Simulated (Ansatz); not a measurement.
Start of a relaxation, (211) slab as cut from the bulk (Si₂W, I4/mmm (No. 139), (2 1 1) face):

```yaml
crystal:
  lattice:
    - [4.51489, 0.00000, 0.00000]
    - [1.08875, 6.31060, 0.00000]
    - [0.00000, 0.00000, 25.83277]
  atoms:
    - { symbol: Si, position: [0.09925, 0.61397, 0.29033] }
    - { symbol: W, position: [0.64585, 0.41965, 0.30864] }
    - { symbol: Si, position: [0.19245, 0.22534, 0.32694] }
    - { symbol: Si, position: [0.74511, 0.03362, 0.34500] }
    - { symbol: W, position: [0.29170, 0.83930, 0.36331] }
    - { symbol: Si, position: [0.83830, 0.64499, 0.38162] }
    - { symbol: Si, position: [0.39096, 0.45327, 0.39968] }
    - { symbol: W, position: [0.93755, 0.25895, 0.41799] }
    - { symbol: Si, position: [0.48415, 0.06464, 0.43629] }
    - { symbol: Si, position: [0.03681, 0.87292, 0.45436] }
    - { symbol: W, position: [0.58341, 0.67860, 0.47266] }
    - { symbol: Si, position: [0.13000, 0.48429, 0.49097] }
    - { symbol: Si, position: [0.68266, 0.29257, 0.50903] }
    - { symbol: W, position: [0.22926, 0.09825, 0.52734] }
    - { symbol: Si, position: [0.77585, 0.90394, 0.54564] }
    - { symbol: Si, position: [0.32851, 0.71222, 0.56371] }
    - { symbol: W, position: [0.87511, 0.51790, 0.58201] }
    - { symbol: Si, position: [0.42171, 0.32359, 0.60032] }
    - { symbol: Si, position: [0.97436, 0.13187, 0.61838] }
    - { symbol: W, position: [0.52096, 0.93755, 0.63669] }
    - { symbol: Si, position: [0.06756, 0.74324, 0.65500] }
    - { symbol: Si, position: [0.62021, 0.55152, 0.67306] }
    - { symbol: W, position: [0.16681, 0.35720, 0.69136] }
    - { symbol: Si, position: [0.71341, 0.16289, 0.70967] }
```

Computed with Ansatz 0.2.0, DFT r2SCAN, scalar-relativistic, plane waves, PAW. Plane waves to 500 eV, a k mesh through Γ of 8×6×1 on the computed 24-atom cell and Gaussian smearing (0.10 eV); no spin polarisation. The cell repeats along c with a dipole correction in the vacuum.

All atoms are free. The cell is fixed. Force threshold 0.02 eV/Å.

| step | E − E_final (eV) | largest force (eV/Å) |
| --- | --- | --- |
| 1 | 0.718 | 2.045 |
| 2 | 0.162 | 1.200 |
| 3 | 0.026 | 0.204 |
| 4 | 0.005 | 0.077 |
| 5 | 0.031 | 0.317 |
| 6 | 0.000 | 0.012 |

Task: What is the final structure?

Result:
```xyz
24
Lattice="4.5149 0.0000 0.0000 1.0888 6.3106 0.0000 0.0000 0.0000 25.8328" Properties=species:S:1:pos:R:3 pbc="T T T"
Si    1.1738    3.6721    7.5679
W     3.4437    2.6612    8.1174
Si    1.1339    1.3780    8.4701
Si    3.4452    0.2448    8.9108
W     2.2399    5.2866    9.4133
Si    4.5037    4.0935    9.7957
Si    2.2549    2.8454   10.3346
W     4.5219    1.6339   10.8435
Si    2.2667    0.4083   11.2648
Si    1.1185    5.5033   11.7113
W     3.3736    4.2885   12.2037
Si    1.1242    3.0647   12.6799
Si    3.3907    1.8377   13.1529
W     1.1413    0.6139   13.6291
Si    4.4852    5.7097   14.1215
Si    2.2482    4.4941   14.5679
W     4.5079    3.2685   14.9892
Si    2.2599    2.0570   15.4982
Si    4.5261    0.8089   16.0371
W     3.3637    5.9264   16.4195
Si    1.0697    4.6576   16.9220
Si    3.3809    3.5244   17.3627
W     1.0712    2.2412   17.7153
Si    3.3411    1.2303   18.2649
```

Spin–orbit coupling is left out, which can shift energies with elements as heavy as these.

Cost: 1 run of about 54 core-minutes, on AMD EPYC 7R43 (Zen 3) (shared hosts).